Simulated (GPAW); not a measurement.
Here is a GPAW 26.7.0 calculation.

Contents of run.py:

```python
import numpy as np
from ase.dft.bandgap import bandgap
from ase.io import read, write
from ase.units import GPa
from gpaw import GPAW, PW, setup_paths
from gpaw.spinorbit import soc_eigenstates

setup_paths.insert(0, '.')

atoms = read('CdTe.xyz')

calc = GPAW(mode=PW(600),
            xc='AM05',
            kpts={'size': (6, 6, 6), 'gamma': True},
            occupations={'name': 'fermi-dirac', 'width': 0.05},
            nbands=18,
            convergence={'density': 1e-05, 'energy': 1e-05},
            maxiter=150,
            txt='gpaw.txt')
atoms.calc = calc
energy = atoms.get_potential_energy()
forces = atoms.get_forces()
stress = atoms.get_stress()
calc.write('gs.gpw')
write('result.traj', atoms)
print(f'Energy: {energy:.6f} eV')
print('Forces (eV/A):')
print(forces.round(4))
print('Stress (GPa):', (stress / GPa).round(3))
print('Fermi level:', round(calc.get_fermi_level(), 4), 'eV')
print(f'Gap: {bandgap(calc)[0]:.4f} eV, direct: {bandgap(calc, direct=True)[0]:.4f} eV')

path = atoms.cell.bandpath('GXWKGLUWLK,UX', npoints=80, eps=1e-4)
bs_calc = calc.fixed_density(kpts=path, symmetry='off', nbands=31,
                             convergence={'bands': 'CBM+6.0', 'eigenstates': 1e-6}, txt='bands.txt')
bs = bs_calc.band_structure()
bs.write('bs.json')
print(f'Gap on the path: {bandgap(bs_calc)[0]:.4f} eV')

soc = soc_eigenstates(bs_calc, theta=90, phi=0)
np.savetxt('soc_bands.dat', soc.eigenvalues(), fmt='%.4f')
mesh = soc_eigenstates('gs.gpw', theta=90, phi=0)
np.savetxt('soc_mesh.dat', mesh.eigenvalues(), fmt='%.4f')
print('Fermi level with spin-orbit coupling:', round(mesh.fermi_level, 4), 'eV')
```

Contents of CdTe.xyz:

```xyz
2
Lattice="0.0000000000 3.2050000000 3.2050000000 3.2050000000 0.0000000000 3.2050000000 3.2050000000 3.2050000000 0.0000000000" Properties=species:S:1:pos:R:3 pbc="T T T"
Te     4.8075000000      4.8075000000      4.8075000000
Cd     0.0000000000      0.0000000000      0.0000000000
```

Potentials or basis: PAW data sets generated in the run's folder for this functional, pw.

Run with:

```console
$ gpaw-setup -f AM05 Cd Te
$ OMP_NUM_THREADS=1 python run.py
```

Q: What does it give for the band gap along the path?

A: 0.52 eV, direct.

Q: What does it give for the pressure?

A: 1.8 GPa.

Q: Estimate the band gap on the k mesh.

A: 0.51 eV, direct.

Levels at the corners of the path, in eV from the valence-band top:
```tsv
point	band 14	band 15	band 16	band 17	band 18	band 19	band 20	band 21	band 22	band 23
Γ	-0.97	0.00	0.00	0.00	0.00	0.52	0.52	3.97	3.97	4.36
X	-4.84	-2.51	-2.51	-2.13	-2.13	2.25	2.25	2.36	2.36	8.46
W	-4.57	-3.12	-2.62	-2.59	-2.58	3.76	4.23	4.40	4.47	5.15
K	-4.61	-3.23	-2.90	-1.97	-1.93	2.55	2.59	4.14	4.36	7.03
Γ	-0.97	0.00	0.00	0.00	0.00	0.52	0.52	3.97	3.97	4.36
L	-4.98	-1.46	-1.46	-0.87	-0.87	1.51	1.51	4.78	4.78	4.95
U	-4.61	-3.23	-2.90	-1.97	-1.93	2.55	2.59	4.14	4.36	7.03
W	-4.57	-3.12	-2.62	-2.59	-2.58	3.76	4.23	4.40	4.47	5.15
L	-4.98	-1.46	-1.46	-0.87	-0.87	1.51	1.51	4.78	4.78	4.95
K	-4.61	-3.23	-2.90	-1.97	-1.93	2.55	2.59	4.14	4.36	7.03
U	-4.61	-3.23	-2.90	-1.97	-1.93	2.55	2.59	4.14	4.36	7.03
X	-4.84	-2.51	-2.51	-2.13	-2.13	2.25	2.25	2.36	2.36	8.46
```

Caveat: spin-orbit coupling was added after a scalar SCF, so levels and gaps hold it while energy, forces, pressure and moments don't; this program's spin-orbit splittings come out too wide for heavy elements.

**The experiment to reproduce.**

A printed reference work, data compilation reports, for a bulk crystal of CdTe at 0 K: band gap 1.607 eV.

Measured gap of CdTe: 1.607 eV (0 K; a printed reference work, data compilation). This calculation gives 0.52 eV (-1.09 eV). So large a miss can be the level of theory's own, or it may mean another phase, state or a wrong row. The value is that of AM05, without temperature or zero-point motion. Semilocal functionals fall short of measured gaps as a rule.
